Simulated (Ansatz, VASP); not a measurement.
**One calculation of PtSe2, two programs**

```
Pt Se
1.0
     3.72400    0.00000    0.00000
    -1.86200    3.22508    0.00000
     0.00000    0.00000    5.13793
Pt Se
1 2
Direct
  0.00000 0.00000 0.00000
  0.33333 0.66667 0.25000
  0.66667 0.33333 0.75000
```

Change from the starting cell: strain +0.000 along x and y, +0.015 along z, atoms carried along.

Alike in both runs: task single point; functional PBE; k mesh 12 × 12 × 10; occupations gaussian, width 0.15 eV; no spin polarisation.

|  | VASP | Ansatz |
| --- | --- | --- |
| version | VASP 6.6.1 | Ansatz 0.2.0 |
| potentials or method | VASP PAW PBE potentials, release 64 (Pt, Se) | scalar-relativistic, plane waves, PAW |
| plane-wave cutoff (eV) | 520 | 420 |
| valence electrons in the cell | 22 | 50 |

|  | VASP | Ansatz | Ansatz less VASP |
| --- | --- | --- | --- |
| gap on the k mesh at the Fermi level (eV) | none | none | - |
| pressure (GPa) | 5.7 | 5.7 | +0.01 |
| largest component of the traceless stress (GPa) | 1.39 | 1.38 | -0.010 |
| rms of the force components (eV/Å) | 0.170 | 0.168 | -0.0023 |

Atom by atom the forces differ by 0.002 eV/Å (rms over components). A gap of «none» marks a metal or a gap that the smearing closes. The two sets of potentials don't hold the same shells in valence.

Spin-orbit coupling is left out, which matters for the levels of Pt.
